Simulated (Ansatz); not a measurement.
# Electron scattering at the twin(10-13) boundary in hcp Ru with Re (substitutional), part 2 of 2

Aim: the relaxed structure and the specific resistance of the twin(10-13) boundary in hcp Ru with Re (substitutional).

Ansatz 0.2.0; Ansatz plane-wave DFT, PBE, PAW files; relaxation of a bicrystal slab with its lowest layers held; PAW set soft_1 (the session's first sound run).

So far. Step 2 (Relaxing the bicrystal): The largest force component on a free atom ends at 0.015 eV/Å, under the tolerance of 0.03, after 5 steps.

### 3. Transmission across the boundary

Bulk layers of each grain are laid under and over the relaxed boundary, and a lead is named in the middle of each, away from the free faces. The mesh across the current, 8×24, is finer than the density's, because channels open and close sharply across the zone. Energies from -0.1 to 0.1 eV in steps of 0.05 eV are too few for the program's thermal sum, so it prints no conductance; for a metal the transmission near the Fermi level serves, at a fraction of the cost.

This step: Ansatz plane-wave DFT, PBE, PAW files; ballistic transport by layer matching (Landauer), zero bias; boundary relaxed in a short slab, bulk layers laid on; PAW set soft_1 (Ansatz 0.2.0).

System of this step: twin(10-13) boundary in hcp Ru with Re (substitutional). The cell holds 73 atoms: 72 Ru and 1 Re. Its edges and angles: a = 8.342 Å, b = 2.706 Å, c = 52.926 Å, α = 90.0°, β = 90.0°, γ = 80.7°. It derives from Ru. Regions: lower grain, 28 atoms (28 Ru); boundary, 21 atoms (20 Ru and 1 Re); upper grain, 24 atoms (24 Ru). Vacuum lies along c.

Input file input.yaml:

```yaml
crystal:
  lattice:
    - [8.3417110409, 0.0, 0.0]
    - [0.4388400416, 2.669976228, 0.0]
    - [0.0, 0.0, 52.92626604]
  atoms:
    - { symbol: Ru, position: [4.6263567791, -10.3548450563, 0.0755768411] }
    - { symbol: Ru, position: [4.9237476689, -10.5035405011, 0.0947698692] }
    - { symbol: Ru, position: [4.3832258469, -9.7332795902, 0.0986084749] }
    - { symbol: Ru, position: [4.6806167368, -9.881975035, 0.117801503] }
    - { symbol: Ru, position: [4.1400949148, -9.1117141241, 0.1216401086] }
    - { symbol: Ru, position: [4.4374858046, -9.2604095689, 0.1408331367] }
    - { symbol: Ru, position: [3.8969639826, -8.490148658, 0.1446717423] }
    - { symbol: Ru, position: [4.1943548724, -8.6388441028, 0.1638647704] }
    - { symbol: Ru, position: [3.6538330504, -7.8685831919, 0.167703376] }
    - { symbol: Ru, position: [3.9512239403, -8.0172786368, 0.1868964041] }
    - { symbol: Ru, position: [3.4107021182, -7.2470177258, 0.1907350097] }
    - { symbol: Ru, position: [3.7080930081, -7.3957131707, 0.2099280379] }
    - { symbol: Ru, position: [3.1675711861, -6.6254522598, 0.2137666435] }
    - { symbol: Ru, position: [3.4649620759, -6.7741477046, 0.2329596716] }
    - { symbol: Ru, position: [2.9244402539, -6.0038867937, 0.2367982772] }
    - { symbol: Ru, position: [3.2218311437, -6.1525822385, 0.2559913053] }
    - { symbol: Ru, position: [2.6813093217, -5.3823213276, 0.2598299109] }
    - { symbol: Ru, position: [2.9787002116, -5.5310167724, 0.279022939] }
    - { symbol: Ru, position: [2.4381783895, -4.7607558615, 0.2828615446] }
    - { symbol: Ru, position: [2.7355692794, -4.9094513063, 0.3020545727] }
    - { symbol: Ru, position: [2.1950474574, -4.1391903954, 0.3058931784] }
    - { symbol: Ru, position: [2.4924383472, -4.2878858402, 0.3250862065] }
    - { symbol: Ru, position: [1.9519165252, -3.5176249293, 0.3289248121] }
    - { symbol: Ru, position: [2.249307415, -3.6663203741, 0.3481178402] }
    - { symbol: Ru, position: [1.708785593, -2.8960594632, 0.3519564458] }
    - { symbol: Ru, position: [2.0061764829, -3.0447549081, 0.3711494739] }
    - { symbol: Ru, position: [1.4656546609, -2.2744939971, 0.3749880795] }
    - { symbol: Ru, position: [1.7630455507, -2.423189442, 0.3941811076] }
    - { symbol: Ru, position: [0.2225237287, 0.347071469, 0.3980197133] }
    - { symbol: Ru, position: [0.5199146185, 0.1983760241, 0.4172127414] }
    - { symbol: Ru, position: [0.9778780176, 0.9692899467, 0.4203968223] }
    - { symbol: Ru, position: [0.2767757637, 0.8199390026, 0.4397372498] }
    - { symbol: Ru, position: [0.7339318609, 0.5911490675, 0.44439698] }
    - { symbol: Ru, position: [0.0290140517, 0.4436532113, 0.4631673206] }
    - { symbol: Ru, position: [0.4892293355, 0.2133264116, 0.4685591265] }
    - { symbol: Ru, position: [0.7911624034, 0.0626971855, 0.4863946613] }
    - { symbol: Ru, position: [0.2404808825, 0.8377136172, 0.4896473853] }
    - { symbol: Re, position: [0.5530566663, 0.6818271412, 0.5112397109] }
    - { symbol: Ru, position: [0.2402690663, 0.8381057847, 0.5332888358] }
    - { symbol: Ru, position: [0.7876162389, 0.064581108, 0.5364769166] }
    - { symbol: Ru, position: [0.488407546, 0.2141632639, 0.5540208683] }
    - { symbol: Ru, position: [0.0277507181, 0.4450733196, 0.5593883986] }
    - { symbol: Ru, position: [0.7331678911, 0.5921201878, 0.5784036774] }
    - { symbol: Ru, position: [0.2762372714, 0.8206370534, 0.583375506] }
    - { symbol: Ru, position: [0.9781872489, 0.969600061, 0.6016835755] }
    - { symbol: Ru, position: [0.5174588431, 0.2002279091, 0.605593382] }
    - { symbol: Ru, position: [0.2186826366, 0.3492382415, 0.6254391974] }
    - { symbol: Ru, position: [0.7626395322, 0.5776566848, 0.6285570043] }
    - { symbol: Ru, position: [0.4647866658, 0.7265266555, 0.648337076] }
    - { symbol: Ru, position: [2.0055394761, -3.0438215183, 0.6518821598] }
    - { symbol: Ru, position: [1.7081485863, -2.8951260735, 0.6710751879] }
    - { symbol: Ru, position: [2.2486704083, -3.6653869844, 0.6749137935] }
    - { symbol: Ru, position: [1.9512795185, -3.5166915396, 0.6941068216] }
    - { symbol: Ru, position: [2.4918013405, -4.2869524505, 0.6979454273] }
    - { symbol: Ru, position: [2.1944104506, -4.1382570057, 0.7171384554] }
    - { symbol: Ru, position: [2.7349322727, -4.9085179166, 0.720977061] }
    - { symbol: Ru, position: [2.4375413828, -4.7598224718, 0.7401700891] }
    - { symbol: Ru, position: [2.9780632048, -5.5300833827, 0.7440086947] }
    - { symbol: Ru, position: [2.680672315, -5.3813879379, 0.7632017228] }
    - { symbol: Ru, position: [3.221194137, -6.1516488488, 0.7670403284] }
    - { symbol: Ru, position: [2.9238032472, -6.002953404, 0.7862333565] }
    - { symbol: Ru, position: [3.4643250692, -6.7732143149, 0.7900719621] }
    - { symbol: Ru, position: [3.1669341793, -6.6245188701, 0.8092649903] }
    - { symbol: Ru, position: [3.7074560013, -7.394779781, 0.8131035959] }
    - { symbol: Ru, position: [3.4100651115, -7.2460843361, 0.832296624] }
    - { symbol: Ru, position: [3.9505869335, -8.016345247, 0.8361352296] }
    - { symbol: Ru, position: [3.6531960437, -7.8676498022, 0.8553282577] }
    - { symbol: Ru, position: [4.1937178657, -8.6379107131, 0.8591668633] }
    - { symbol: Ru, position: [3.8963269759, -8.4892152683, 0.8783598914] }
    - { symbol: Ru, position: [4.4368487979, -9.2594761792, 0.882198497] }
    - { symbol: Ru, position: [4.139457908, -9.1107807344, 0.9013915251] }
    - { symbol: Ru, position: [4.67997973, -9.8810416453, 0.9052301308] }
    - { symbol: Ru, position: [4.3825888402, -9.7323462005, 0.9244231589] }
kpoints:
  mp_grid: { grid: [3, 9, 1] }
hamiltonian:
  xc: pbe
  pseudopotentials: { kind: paw, azcp: { folder: soft_1 } }
scf:
  occupations: { method: fermi_dirac, width: 0.1 }
output:
  transmission:
    leads: [[16, 18], [57, 59]]
    kmesh: [8, 24]
    e_range: [-0.1, 0.1]
    de: 0.05
  write_potential: true
  write_density: true
  volumetric_format: npy
  elf: true
```

Command:

```sh
$ ansatz run input.yaml --threads 4 --pin off --max-ram 15360MiB --backend cpu --events-out ev --progress --plain --runs-dir out
```

Numbers of over 12 decimals in the logs are rounded to 6 here.

The program printed:

```text
[...]
Crystal: 73 atoms, lattice volume = 1178.783 Å³
Basis set: ecut = 420 eV, 23175 PW (Γ)
Bands: 701, of which v1, the nominal top of the filled ones, is band 584 counted from 1 (583 counted from 0)
Symmetry: 1 space group operations
[...]
k-points: 14 of 27 (time reversal used)
[...]
SCF iter   1: F=—  HF=-434174.470616 eV  |F-HF|=—  |Δ(HF+E_count)|=         —  Δρ=1.12e-1  dr2=5.80e2  ethr=3.10e-3  ⟨swp⟩=6.9  Hψ=35336  notcnv=0
[...]
SCF iter  13: F=-434127.355319 eV  HF=-434127.355319 eV  |F-HF|=1.07e-8  |Δ(HF+E_count)|=   1.46e-8  Δρ=8.62e-7  dr2=1.73e-8  ethr=8.57e-12  ⟨swp⟩=8.6  Hψ=22344  notcnv=0
SCF 1 converged in 13 iterations: F = -434127.355319 eV  dr2 = 1.73e-8
[...]
transmission: 804 of 8036 steps passed
transmission: 1608 of 8036 steps passed
[...]
transmission: 8036 of 8036 steps passed
WARN: The output density's exchange-correlation potential varies sharply where the density is thin. Do not read a vacuum level from v_tot or v_xc, or from such a field of the output density. On a cell that repeats whose density bears no net charge and no dipole along the vacuum's axis use v_es (v_loc + v_h of the components); under efield.dipole_correction with no amplitude use v_es + v_field, which holds any externa [...]
SCF converged after 13 iterations
Free energy (F): -434127.355319 eV
[...]
Internal energy: -434125.161999 eV  (E = F + TS)
E sigma→0 (E₀):  -434126.258659 eV
Entropy (-TS):   -2.193320 eV (-30.045 meV/atom)
Fermi energy:    18.944157 eV
[...]
--- Band table (eV; the first three rows and the last of 14) ---
  k-point 0: bands = [... 580 lower, 18.6971, 18.7277, 18.7363, 18.7971, 18.7980, 18.8359, 18.8528, 18.8654, ... 113 higher]
  k-point 1: bands = [... 580 lower, 18.5298, 18.5581, 18.5942, 18.6515, 18.6780, 18.6812, 18.7340, 18.7405, ... 113 higher]
  k-point 2: bands = [... 580 lower, 18.4116, 18.4370, 18.4651, 18.5124, 18.5330, 18.5603, 18.5880, 18.6415, ... 113 higher]
  k-point 13: bands = [... 580 lower, 18.2576, 18.2870, 18.3119, 18.3271, 18.3430, 18.3720, 18.4057, 18.4337, ... 113 higher]
--- Transmission ---
  basis      : 195 plane waves across, 82 finite elements along
  points     : 98, standing for a mesh of 8 x 24
  energies   : 5 from -0.100000 to 0.100000 eV about the Fermi level, 0.050000 eV apart; the leads are filled to 0.000000 eV, and channels, transmission and decay are at 0.000000 eV
  crystal 0  : Ru4, at the sites [16, 18], period 2.4380 Å, over 18.28 Å; its Hamiltonian steps by up to 16.5 meV
    offset         : up to 0.0000 Å between an atom of the period and one for which it stands
    channels       : 5.104167e0 a spin
    conductance    : none, the energies end too early or step too widely for 300 K: set another output.transmission.e_range or a lower de, or, where they end at an eighth of basis.ecutwfc, a higher one
[...]
channels       : 5.114583e0 a spin
[...]
junction   : crystal 0 to crystal 1, 13.04 to 41.10 Å
    transmission   : 2.490446e0 a spin
[...]
```

The job ended after 49 min (4 threads of Arm Neoverse V1, shared host; peak memory 12 GiB).

This step gave:

```yaml
free_energy: -434127.3553 eV
energy_at_zero_smearing: -434126.2587 eV
fermi_energy: 18.94 eV
cell_area: 22.27 Å²
transmission_per_spin_nearest_the_fermi_level: 2.490
open_channels_per_spin_nearest_the_fermi_level: 5.104
open_channels_per_spin_upper_lead: 5.115
step_of_the_lead_s_potential: 16.5 meV
step_of_the_upper_lead_s_potential: 24.4 meV
```

Per spin. Table of transmission, zone mean by energy, zero at the Fermi level:

| energy (eV) | transmission, zone mean |
| --- | --- |
| -0.1000 | 2.57 |
| -0.0500 | 2.53 |
| 0.0000 | 2.49 |
| 0.0500 | 2.46 |
| 0.1000 | 2.49 |

Per spin. The open channels, zone mean by energy, zero at the Fermi level:

| energy (eV) | lead | upper lead |
| --- | --- | --- |
| -0.1000 | 5.08 | 5.09 |
| -0.0500 | 5.20 | 5.20 |
| 0.0000 | 5.10 | 5.11 |
| 0.0500 | 4.98 | 5.01 |
| 0.1000 | 4.94 | 4.96 |

Transmission over k1 and k2. At 0.0000 eV from the Fermi level.

Ten even steps from '_' (1.44) to '@' (5.96):
```
::------====--==
::::::::--==----
________________
________________
__..__..........
::::::..______..
::..::::__..__::
::::::::__..::::
::::::::....::::
....__::::::..__
--::--##@@%%==::
--::**%%@@%%**::
--::==%%@@##--::
..__..::::::__..
::::::....::::::
::::::..__::::::
::::__..__::::..
::..______..::::
__..........__..
________________
________________
::----==--::::::
::==--====------
==------==------
```
Columns: k1 (b1) from -0.5 to 0.375; rows upwards: k2 (b2) from -0.5 to 0.458.

Open channels over k1 and k2. At 0.0000 eV from the Fermi level.

Ten even steps from '_' (3.0) to '@' (11.0):
```
..::--::--::--::
..::::..::--..--
..____....____..
..__....________
..::::::::::::::
::::::..........
::::::::__....::
::::::::....::::
::::::::----::::
::::::++++----::
++----**@@%%**--
++--##%%@@%%##--
++--**%%@@**----
::::----++++::::
::::::----::::::
::::::....::::::
::::....__::::::
::..........::::
..::::::::::::::
..________....__
....____....____
..--..--::..::::
..::--::--::--::
::::++::::::++::
```
Columns: k1 (b1) from -0.5 to 0.375; rows upwards: k2 (b2) from -0.5 to 0.458.

Electrostatic potential energy in the ca plane at fractional y = 0.645, with atoms of Ru and Re within 0.2 Å of it. With pseudopotentials it is smooth inside the atoms' cores, unlike the true potential.

Ten even steps from '0' (-59 eV) to '9' (22 eV), each cell a mean:
```
99878999987789974368999999999743689977899998
99999999998899998889999999999987899998999999
99999877899999999999999999999999999999998789
99998622589986568999999999999999766799963248
99998200169961026999999999999998401489830016
99998200169840004899999999999997100179830006
99998522489850015999999889999997200379962247
99999877899985358999997556899999644699987789
99998999999999899999984112699999988999999998
99854689999999999999972001599999999999999975
98500169999999999999984102699999999999999840
98300059999999999999997546899999999999999720
98510279999999999999999889999999999999999841
99865789999976789999999999999999976789999986
99999999999842269998668998667899842369999999
78999988899730158985225897314799720158998899
67999976789842369985114886203799842369976689
78999975689987789997446897535899987789975689
89999987899999999998889999888999999999987789
99988999999999987689999999999876899999999999
99877899998899963258999999999632589988899998
99766899987789851148999999998511389876899997
```
Columns run along c (16.0 Å, from fractional 0.35 to 0.65 of the cell; values clipped at the 3rd and 97th percentile), rows up along a (8.3 Å). Atoms in or near the plane, at fractional coordinates: Ru at (0.39, 0.76), Ru at (0.44, 0.73), Re at (0.51, 0.55), Ru at (0.58, 0.73), Ru at (0.63, 0.76).

ELF in the ca plane at fractional y = 0.645, with atoms of Ru and Re within 0.2 Å of it. It is the smooth field of the valence electrons, not physical close to the nuclei.

Values, 12 rows by 16 columns, each cell a mean:
```
0.26 0.26 0.26 0.27 0.27 0.30 0.38 0.27 0.14 0.19 0.30 0.39 0.28 0.28 0.25 0.26
0.25 0.26 0.36 0.30 0.27 0.30 0.29 0.26 0.20 0.22 0.27 0.29 0.29 0.28 0.33 0.32
0.26 0.31 0.58 0.38 0.40 0.54 0.28 0.26 0.27 0.27 0.27 0.36 0.55 0.30 0.50 0.51
0.29 0.30 0.52 0.34 0.41 0.56 0.24 0.29 0.30 0.32 0.26 0.35 0.57 0.31 0.43 0.44
0.30 0.29 0.29 0.29 0.28 0.30 0.26 0.26 0.58 0.43 0.25 0.27 0.30 0.30 0.28 0.29
0.30 0.53 0.33 0.28 0.27 0.26 0.29 0.31 0.62 0.50 0.30 0.29 0.24 0.27 0.29 0.41
0.33 0.58 0.36 0.25 0.28 0.25 0.25 0.31 0.36 0.32 0.28 0.26 0.24 0.28 0.25 0.48
0.29 0.35 0.27 0.25 0.34 0.34 0.29 0.30 0.31 0.29 0.30 0.29 0.40 0.28 0.25 0.31
0.28 0.25 0.27 0.26 0.47 0.47 0.25 0.53 0.35 0.45 0.41 0.27 0.57 0.36 0.26 0.26
0.30 0.26 0.35 0.30 0.31 0.32 0.28 0.47 0.32 0.39 0.39 0.28 0.35 0.29 0.34 0.29
0.27 0.28 0.29 0.28 0.25 0.28 0.33 0.28 0.19 0.19 0.32 0.32 0.27 0.26 0.28 0.30
0.28 0.34 0.25 0.28 0.27 0.38 0.52 0.24 0.12 0.17 0.32 0.54 0.29 0.29 0.26 0.26
```
Columns run along c (16.0 Å, from fractional 0.35 to 0.65 of the cell), rows up along a (8.3 Å). Atoms in or near the plane, at fractional coordinates: Ru at (0.39, 0.76), Ru at (0.44, 0.73), Re at (0.51, 0.55), Ru at (0.58, 0.73), Ru at (0.63, 0.76).

Valence density in the ca plane at fractional y = 0.645, with atoms of Ru and Re within 0.2 Å of it. It is the smooth field of the valence electrons, not physical close to the nuclei.

Ten even steps from '0' (0 e/Å³) to '9' (11 e/Å³), each cell a mean:
```
00000000000000002210000000000022100000000000
00000000000000000000000000000000000000000000
00000000000000000000000000000000000000000000
00000133200001110000000000000000011000013420
00000378410014641000000000000000255200027851
00000388410027972000000000000001499410027851
00000134200015751000000000000000377300013420
00000000000001210000000111000000122100000000
00000000000000000000002453000000000000000000
00012100000000000000003664100000000000000001
00257410000000000000002553100000000000000026
00279610000000000000000111000000000000000038
00146300000000000000000000000000000000000025
00011100000001100000000000000000001000000001
00000000000024310000110000110000024310000000
00000000000035410001341001342000035410000000
10000001100023310001442001353000023210001100
00000001100001000001221000121000001000001100
00000000000000000000000000000000000000000000
00000000000000001100000000000001000000000000
00010000000000013310000000000123100000000000
00011000000000014420000000000144200001000000
```
Columns run along c (16.0 Å, from fractional 0.35 to 0.65 of the cell), rows up along a (8.3 Å). Atoms in or near the plane, at fractional coordinates: Ru at (0.39, 0.76), Ru at (0.44, 0.73), Re at (0.51, 0.55), Ru at (0.58, 0.73), Ru at (0.63, 0.76).

Over the solved energies the transmission per spin lies between 2.46 and 2.57, out of 5.06 channels of the lead on average (up to 5.20).

### 4. Specific resistance

This step: Ansatz plane-wave DFT, PBE, PAW files; ballistic transport by layer matching (Landauer), zero bias; specific resistance of the boundary; PAW set soft_1 (Ansatz 0.2.0).

This step gave:

| Item | Value |
| --- | --- |
| area resistance | 0.5781 fΩ m² |
| T over the leads' mean channel count | 0.4952 |

Averaged over the energies near the Fermi level, 49.5 % of the channels pass, which makes 0.578 fΩ m².

By hand, with T and the leads' channels N averaged over the energies near the Fermi level: RA = A (h/2e²)(1/T − ½[1/N₁ + 1/N₂]) = 22.27×10⁻²⁰ m² × 12 906 Ω × (1/2.510 − ½[1/5.060 + 1/5.075]) = 0.578 fΩ m².

### 5. What came out

| Property | Result |
| --- | --- |
| specific resistance of the boundary | 0.578 fΩ m² |
| share of channels that pass | 0.495 |

The boundary has a specific resistance of 0.58 fΩ m². The boundary reflects 50 % of the channels; 0.58 fΩ m² is 5.8×10⁻¹² Ω·cm². One Re in 22.3 Å² of boundary is a high coverage. Each plane of this narrow cell holds one atom, so the solute fills a whole plane. One starting structure was relaxed; another shift or atom count at the boundary may lie lower. Spin-orbit coupling is left out, which matters for Re.

[Logs are printed without paths, hosts, clocks, repeated set-up lines and the standing remarks that a program may print on its own settings, such as how far it seeks lower states.]

[Hosts, paths, dates, database ids (printed as entryN), source tags and the programs' standing remarks are cut or masked in the printed files.]
